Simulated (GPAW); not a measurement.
# ZnS (Wurtzite-2H) (P6_3mc) in GPAW: a series of runs, part 2 of 2

GPAW 26.7.0.

**3. Band structure, M06-L**

run.py reads:

```python
from ase.dft.bandgap import bandgap
from ase.io import read, write
from ase.units import GPa
from gpaw import GPAW, PW

atoms = read('ZnS.xyz')

calc = GPAW(mode=PW(600),
            xc='M06-L',
            kpts={'size': (6, 6, 3), 'gamma': True},
            occupations={'name': 'fermi-dirac', 'width': 0.05},
            nbands=31,
            convergence={'density': 1e-05, 'energy': 1e-05},
            maxiter=150,
            txt='gpaw.txt')
atoms.calc = calc
energy = atoms.get_potential_energy()
forces = atoms.get_forces()
stress = atoms.get_stress()
calc.write('gs.gpw')
write('result.traj', atoms)
print(f'Energy: {energy:.6f} eV')
print('Forces (eV/A):')
print(forces.round(4))
print('Stress (GPa):', (stress / GPa).round(3))
print('Fermi level:', round(calc.get_fermi_level(), 4), 'eV')
print(f'Gap: {bandgap(calc)[0]:.4f} eV, direct: {bandgap(calc, direct=True)[0]:.4f} eV')

path = atoms.cell.bandpath('GMKGALHA,LM,KH', npoints=80, eps=1e-4)
bs_calc = calc.fixed_density(kpts=path, symmetry='off', nbands=48,
                             convergence={'bands': 'CBM+6.0', 'eigenstates': 1e-6}, txt='bands.txt')
bs = bs_calc.band_structure()
bs.write('bs.json')
print(f'Gap on the path: {bandgap(bs_calc)[0]:.4f} eV')
```

ZnS.xyz reads:

```xyz
4
Lattice="3.8110000000 0.0000000000 0.0000000000 -1.9055000000 3.3004228138 0.0000000000 0.0000000000 0.0000000000 6.2340000000" Properties=species:S:1:pos:R:3 pbc="T T T"
Zn     1.9055000002      1.1001409378      3.1170000000
Zn    -0.0000000002      2.2002818760      0.0000000000
S      1.9055000002      1.1001409378      5.5170900000
S     -0.0000000002      2.2002818760      2.4000900000
```

Potentials or basis: GPAW PAW data sets (gpaw-data 1.2.1), pw.

Run with:

```
$ OMP_NUM_THREADS=1 python run.py
```

gpaw.txt:

```text
__  _  _
 | _ |_)|_||  |
 |__||  | ||/\| - 26.7.0

Input parameters:
  mode=PW(ecut=600.0),
  convergence={'density': 1e-05, 'energy': 1e-05},
  kpts=MonkhorstPack(size=(6, 6, 3), gamma=True),
  maxiter=150,
  nbands=31,
  occupations=Occupations(name='fermi-dirac', width=0.05),
  xc=XC(name='M06-L')

Diagonalizing LCAO Hamiltonian
Converting LCAO to pw mode

            S

            Zn
        S

        Zn

Atoms  # Å, Bohr magnetons
|   | symbol |         x |        y |        z |    initial magnetic moments |
|---|--------|-----------|----------|----------|-----------------------------|
| 0 |     Zn |  1.905500 | 1.100141 | 3.117000 | ( 0.0000,  0.0000,  0.0000) |
| 1 |     Zn | -0.000000 | 2.200282 | 0.000000 | ( 0.0000,  0.0000,  0.0000) |
| 2 |      S |  1.905500 | 1.100141 | 5.517090 | ( 0.0000,  0.0000,  0.0000) |
| 3 |      S | -0.000000 | 2.200282 | 2.400090 | ( 0.0000,  0.0000,  0.0000) |

Unit cell  # Å
| periodic |         x |        y |        z |  lengths |     angles |
|----------|-----------|----------|----------|----------|------------|
|      yes |  3.811000 | 0.000000 | 0.000000 | 3.811000 |  90.000000 |
|      yes | -1.905500 | 3.300423 | 0.000000 | 3.811000 |  90.000000 |
|      yes |  0.000000 | 0.000000 | 6.234000 | 6.234000 | 120.000000 |

Number of symmetries: 6
Symmetry operations  # r_c * U_cc + t_c -> r_c
|   | kind |            matrix            |
|---|------|------------------------------|
| 0 |  σ   |  1, 1, 0,  0,-1, 0,  0, 0, 1 |
| 1 |  E   |  1, 0, 0,  0, 1, 0,  0, 0, 1 |
| 2 |  C3  |  0, 1, 0, -1,-1, 0,  0, 0, 1 |
| 3 |  σ   |  0,-1, 0, -1, 0, 0,  0, 0, 1 |
| 4 |  σ   | -1, 0, 0,  1, 1, 0,  0, 0, 1 |
| 5 |  C3  | -1,-1, 0,  1, 0, 0,  0, 0, 1 |

BZ-sampling:
  Number of BZ points: 108
  Number of IBZ points: 17

  Monkhorst-Pack size: [6, 6, 3]
  Monkhorst-Pack shift: [0.08333333333333333, 0.08333333333333333, 0.0]

K-points  # in reciprocal-cell coordinates
|     |                                coordinates |     weight |
|-----|--------------------------------------------|------------|
|   0 | (  0.00000000,   0.00000000,   0.00000000) | 0.00925926 |
|   1 | (  0.00000000,   0.00000000,   0.33333333) | 0.01851852 |
|   2 | (  0.16666667,   0.00000000,  -0.33333333) | 0.05555556 |
|   3 | (  0.16666667,   0.00000000,   0.00000000) | 0.05555556 |
|   4 | (  0.16666667,   0.00000000,   0.33333333) | 0.05555556 |
|   5 | (  0.33333333,  -0.16666667,   0.00000000) | 0.05555556 |
|   6 | (  0.33333333,  -0.16666667,   0.33333333) | 0.11111111 |
[... 103 lines left out ...]
  ecut: 4800.0  # eV

xc functional:
  name: M06-L with 2 nearest neighbor stencil

convergence criteria:
- Maximum integral of absolute [dens]ity change: 1e-05 electrons / valence electron
- Maximum [total energy] change in last 3 cyles: 1e-05 eV / valence electron
- Maximum integral of absolute [eigenst]ate change: 4e-08 eV^2 / valence electron
maximum number of iterations: 150

SCF iterations
|iter     | |      energy | eigst |  dens |
|---------|-|-------------|-------|-------|
|iter:   1| |  -97.095251 | +2.53 |       |
|iter:   2| |  -29.418726 | +2.00 | -0.64 |
|iter:   3| |  -32.509549 | +0.55 | -1.14 |
|iter:   4| |  -37.569472 | +0.05 | -1.20 |
|iter:   5| |  -32.994047 | -0.20 | -0.81 |
|iter:   6| |  -32.740800 | -1.47 | -1.73 |
|iter:   7| |  -32.769848 | -2.78 | -1.87 |
|iter:   8| |  -32.770981 | -2.44 | -1.93 |
|iter:   9| |  -32.791954 | -3.10 | -2.17 |
|iter:  10| |  -32.798319 | -3.44 | -2.23 |
|iter:  11| |  -32.799122 | -3.89 | -2.39 |
|iter:  12| |  -32.809107 | -2.15 | -2.41 |
|iter:  13| |  -32.810538 | -3.00 | -2.65 |
|iter:  14| |  -32.810718 | -4.40 | -3.17 |
|iter:  15| |  -32.810795c| -5.02 | -3.67 |
|iter:  16| |  -32.810804c| -5.99 | -4.16 |
|iter:  17| |  -32.810807c| -6.48 | -4.58 |
|iter:  18| |  -32.810809c| -7.16 | -5.00 |
|iter:  19| |  -32.810809c| -7.26 | -5.32c|
|iter:  20| |  -32.810811c| -5.45 | -5.58c|
|iter:  21| |  -32.810812c| -6.58 | -5.79c|
|iter:  22| |  -32.810812c| -6.24 | -5.72c|
|iter:  23| |  -32.810813c| -5.31 | -5.89c|
|iter:  24| |  -32.810813c| -6.67 | -5.95c|
|iter:  25| |  -32.810813c| -5.83 | -5.89c|
|iter:  26| |  -32.810813c| -6.04 | -6.21c|
|iter:  27| |  -32.810813c| -6.83 | -6.56c|
|iter:  28| |  -32.810813c| -7.48c| -6.75c|

Converged in 28 steps
Energy contributions relative to reference atoms: (reference = -119437.893101)

Energy contributions:
  Kinetic:          56.961086
  Coulomb:         -47.536087
  Zero:             -0.869479
  External:          0.000000
  Xc:              -41.366333
  Entropy:          -0.000000
  Spinorbit:         0.000000
  ----------------------------
  Free energy:     -32.810813
  Extrapolated:    -32.810813

dipole moment: (0.000000, 0.000000, -7.451261)  # |e|*Ang

Fermi level: 5.428
Eigenvalues  # (at kpt = [0.000, 0.000, 0.000])
| band index |      eig [eV] | occ [0-2] |
|------------|---------------|-----------|
|          0 |       -10.189 |     2.000 |
|        ... |               |           |
|         10 |        -2.122 |     2.000 |
|         11 |        -1.976 |     2.000 |
|         12 |        -1.536 |     2.000 |
|         13 |         2.763 |     2.000 |
|         14 |         2.763 |     2.000 |
|         15 |         3.568 |     2.000 |
[... 8 lines left out ...]
|         24 |        11.912 |     0.000 |
|         25 |        13.243 |     0.000 |
|        ... |               |           |
|         30 |        16.366 |     0.000 |

Gap: 2.784 eV
Transition (v -> c):
  (s=0, k=0, n=17, [0.00, 0.00, 0.00]) -> (s=0, k=0, n=18, [0.00, 0.00, 0.00])
No difference between direct/indirect transitions

Forces  # eV/Ang
|        x |        y |        z |
|----------|----------|----------|
| -0.00000 |  0.00000 |  0.39158 |  # Zn   0
|  0.00000 |  0.00000 |  0.39158 |  # Zn   1
|  0.00000 |  0.00000 | -0.39114 |  # S    2
|  0.00000 | -0.00000 | -0.39114 |  # S    3

Stress tensor  # eV/Ang^3
|         x |         y |         z |
|-----------|-----------|-----------|
| -0.021451 |  0.000000 |  0.000000 |
|  0.000000 | -0.021451 |  0.000000 |
|  0.000000 |  0.000000 | -0.001456 |

# Writing to gs.gpw (mode='')
```

stdout:

```text
Energy: -32.810813 eV
Forces (eV/A):
[[-0.      0.      0.3916]
 [ 0.      0.      0.3916]
 [ 0.      0.     -0.3911]
 [ 0.     -0.     -0.3911]]
Stress (GPa): [-3.437 -3.437 -0.233  0.     0.     0.   ]
Fermi level: 5.428 eV
Gap: 2.7838 eV, direct: 2.7838 eV
Gap on the path: 2.7838 eV
```

bands.txt:

```text
Diagonalizing LCAO Hamiltonian
Converting LCAO to pw mode
convergence criteria:
- Maximum integral of absolute [eigenst]ate change: 1e-06 eV^2 / valence electron
maximum number of iterations: 150

SCF iterations
|iter     | |      energy | eigst |  dens |
|---------|-|-------------|-------|-------|
[... 87 lines left out ...]
         [0.5       , 0.        , 0.08333333],
         [0.5       , 0.        , 0.        ],
         [0.33333333, 0.33333333, 0.        ],
         [0.33333333, 0.33333333, 0.08333333],
         [0.33333333, 0.33333333, 0.16666667],
         [0.33333333, 0.33333333, 0.25      ],
         [0.33333333, 0.33333333, 0.33333333],
         [0.33333333, 0.33333333, 0.41666667],
         [0.33333333, 0.33333333, 0.5       ]])),
  maxiter=150,
  nbands=48,
  occupations=Occupations(name='fermi-dirac', width=0.05),
  symmetry=Symmetry(point_group=False, time_reversal=False),
  xc=XC(name='M06-L')
```

It took 9.5 min on 1 thread of Intel Xeon Platinum 8259CL at 2.50GHz (Skylake/Cascade Lake), shared host; peak memory 0.53 GiB.

What came out:

```yaml
Free_energy: -32.8108 eV
Pressure: 2.4 GPa
Largest_force: 0.392 eV/Å
Band_gap_on_the_k_mesh: 2.78 eV, direct
Band_gap_along_the_path: 2.78 eV, direct
```

Forces on the atoms (eV/Å):
```
Zn   0.000  0.000  0.392
Zn   0.000  0.000  0.392
S    0.000  0.000 -0.391
S    0.000  0.000 -0.391
```

Levels at the corners of the path, in eV from the valence-band top:
| point | band 15 | band 16 | band 17 | band 18 | band 19 | band 20 | band 21 | band 22 |
| --- | --- | --- | --- | --- | --- | --- | --- | --- |
| Γ | -0.82 | -0.02 | 0.00 | 0.00 | 2.78 | 3.48 | 6.97 | 6.97 |
| M | -3.14 | -2.24 | -1.53 | -0.96 | 4.03 | 4.74 | 5.53 | 7.72 |
| K | -3.83 | -2.19 | -2.19 | -2.18 | 4.82 | 6.33 | 6.33 | 8.23 |
| Γ | -0.82 | -0.02 | 0.00 | 0.00 | 2.78 | 3.48 | 6.97 | 6.97 |
| A | -0.43 | -0.43 | -0.43 | -0.43 | 4.03 | 4.03 | 7.32 | 7.32 |
| L | -1.64 | -1.64 | -1.52 | -1.52 | 4.06 | 4.06 | 5.63 | 5.63 |
| H | -3.07 | -3.07 | -1.26 | -1.26 | 5.05 | 5.05 | 6.80 | 6.80 |
| A | -0.43 | -0.43 | -0.43 | -0.43 | 4.03 | 4.03 | 7.32 | 7.32 |
| L | -1.64 | -1.64 | -1.52 | -1.52 | 4.06 | 4.06 | 5.63 | 5.63 |
| M | -3.14 | -2.24 | -1.53 | -0.96 | 4.03 | 4.74 | 5.53 | 7.72 |
| K | -3.83 | -2.19 | -2.19 | -2.18 | 4.82 | 6.33 | 6.33 | 8.23 |
| H | -3.07 | -3.07 | -1.26 | -1.26 | 5.05 | 5.05 | 6.80 | 6.80 |

Caveat: the PAW data sets were made with another functional, which shifts forces and pressure a little.

**4. Against experiment**

Step 3. A measured gap of ZnS is 3.911 eV (direct; 4 K; a printed reference work, monograph); the calculated 2.78 eV misses it by -1.13 eV. The value is that of M06-L, without temperature or zero-point motion.
